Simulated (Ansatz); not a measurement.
**ZnS under strain — 67Zn NMR of the central transition**

Cell: a Materials Project structure (computed, not necessarily an observed phase), relaxed with PBE at fixed cell and then changed (x and y compressed by 1 %).

```cif
data_structure
_symmetry_space_group_name_H-M 'P 1'
_symmetry_Int_Tables_number 1
_cell_length_a 3.7670
_cell_length_b 3.7670
_cell_length_c 24.9159
_cell_angle_alpha 90.000
_cell_angle_beta 90.000
_cell_angle_gamma 120.000
_cell_volume 306.20
loop_
_atom_site_label
_atom_site_type_symbol
_atom_site_fract_x
_atom_site_fract_y
_atom_site_fract_z
_atom_site_occupancy
Zn1 Zn 0.33333 0.66667 0.12512 1
Zn2 Zn 0.00000 0.00000 0.00016 1
Zn3 Zn 0.66667 0.33333 0.62505 1
Zn4 Zn 0.66667 0.33333 0.87514 1
Zn5 Zn 0.00000 0.00000 0.75002 1
Zn6 Zn 0.33333 0.66667 0.50008 1
Zn7 Zn 0.00000 0.00000 0.37509 1
Zn8 Zn 0.66667 0.33333 0.25013 1
S9 S 0.66667 0.33333 0.34372 1
S10 S 0.66667 0.33333 0.71858 1
S11 S 0.33333 0.66667 0.21873 1
S12 S 0.00000 0.00000 0.84367 1
S13 S 0.66667 0.33333 0.96881 1
S14 S 0.00000 0.00000 0.09373 1
S15 S 0.33333 0.66667 0.59369 1
S16 S 0.00000 0.00000 0.46869 1
```

Sites (sets of like atoms) are named by element and the number of their first atom in this list.

The numbers come from a DFT calculation in Ansatz (PBE, plane waves and PAW (field gradients read without the response of the frozen cores, which leaves them typically 4 to 6 % off), scalar-relativistic, 420 eV cutoff, Γ-centred 8×8×2 k-points, Fermi–Dirac smearing 0.02 eV).

67Zn has I = 5/2 and Q = 122.0 mb (Pyykkö 2018); at 9.4 T its Larmor frequency is ν₀ = 25.1 MHz. Only the quadrupole interaction is simulated: positions count from each site's isotropic chemical shift, and J coupling is left out, as are shift anisotropy and dipolar coupling, which fast spinning averages.

Question: Give C_Q, η, the quadrupolar product P_Q = |C_Q|(1 + η²/3)^½, the second-order isotropic shift and the breadth of the pattern (fast magic-angle spinning) for each Zn site.

Answer: 

```
site         first shell  C_Q (MHz)     η  P_Q (MHz)  δ_QIS (ppm)  breadth (kHz)
 Zn1  4 S at 2.31–2.33 Å       1.25  0.00       1.25        -14.9          0.803
 Zn2  4 S at 2.31–2.33 Å       1.37  0.00       1.37        -18.0          0.967
 Zn3  4 S at 2.31–2.33 Å       1.20  0.00       1.20        -13.8          0.740
 Zn4  4 S at 2.31–2.33 Å       1.10  0.00       1.10        -11.6          0.625
 Zn5  4 S at 2.31–2.33 Å      0.985  0.00      0.985        -9.24          0.497
 Zn6  4 S at 2.31–2.33 Å       1.24  0.00       1.24        -14.6          0.782
 Zn7  4 S at 2.31–2.33 Å       1.24  0.00       1.24        -14.7          0.792
 Zn8  4 S at 2.31–2.33 Å       1.22  0.00       1.22        -14.2          0.763
```

δ_QIS = −(ν_Q²/30ν₀²)[I(I+1) − 3/4](1 + η²/3) × 10⁶ ppm with ν_Q = 3|C_Q|/[2I(2I−1)]; it falls as 1/B₀² in ppm, and the breadth as 1/B₀ in kHz.

An axis of threefold or higher order runs through Zn1, Zn2, Zn3, Zn4, Zn5 and Zn6 and others, so V_zz lies along it and η is zero.
